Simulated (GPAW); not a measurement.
Pd: optical spectrum with PBEsol

Crystal: Pd.

```
Pd
1.0
    -1.57228    1.57228    1.57228
     1.57228   -1.57228    1.57228
     1.57228    1.57228   -1.57228
Pd
1
Cartesian
  0.0000 0.0000 0.0000
```

This isn't the form of Pd at room conditions, which is fcc.

```yaml
Program: GPAW 26.7.0
Task: optical spectrum
Functional: PBEsol
Potentials_or_basis: PAW data sets generated in the run's folder for this functional
Cutoff: 500 eV
Basis: pw
k_mesh: 10 × 10 × 10
Occupations: fermi-dirac, width 0.05 eV
Spin: no spin polarisation
Eta: 0.1 eV
Response_ecut: 50 eV
Scissors: 0 eV
Kernel: RPA
Maxiter: 150
Response_k_mesh: 30 × 30 × 30
Domega0: 0.05 eV
Omega2: 10 eV
Response_bands: 18
Directions: "[\"x\"]"
Intraband: yes
```

* Band gap on the k mesh: none (metal or under the smearing width)

Dielectric function (mean over the directions given):
| energy (eV) | real part | imaginary part |
| --- | --- | --- |
| 0.67 | -97.15 | 68.39 |
| 1.26 | -29.37 | 27.34 |
| 1.89 | -14.50 | 15.51 |
| 2.54 | -8.52 | 10.92 |
| 3.17 | -5.75 | 8.03 |
| 3.76 | -4.36 | 5.77 |
| 4.44 | -3.10 | 5.81 |
| 5.01 | -3.39 | 4.49 |
| 5.68 | -2.36 | 3.31 |
| 6.31 | -1.58 | 2.30 |
| 6.87 | -1.11 | 1.85 |
| 7.55 | -0.27 | 1.58 |
| 8.16 | 0.35 | 1.51 |
| 8.80 | 0.75 | 1.94 |
| 9.47 | 0.66 | 2.18 |
| 10.16 | 0.47 | 2.27 |
| 10.78 | 0.48 | 2.21 |
| 11.41 | 0.41 | 2.17 |
| 12.08 | 0.13 | 2.04 |
| 12.65 | 0.06 | 1.79 |
| 13.36 | 0.27 | 1.53 |
| 13.97 | 0.31 | 1.37 |
| 14.61 | 0.47 | 1.32 |
| 15.26 | 0.53 | 1.26 |
| 15.94 | 0.55 | 1.50 |
| 16.64 | 0.48 | 1.36 |
| 17.36 | 0.44 | 1.31 |
| 18.12 | 0.48 | 1.39 |
| 18.90 | 0.44 | 1.54 |
| 19.87 | 0.09 | 1.27 |

Wall time 2.4 min on 1 thread of Arm Neoverse V1, on a shared host, peak memory 0.43 GiB.

Caveat: the intraband term hangs on this k mesh; the long-wavelength limit can be off by several per cent where d states take part; independent-particle spectra lack excitons.
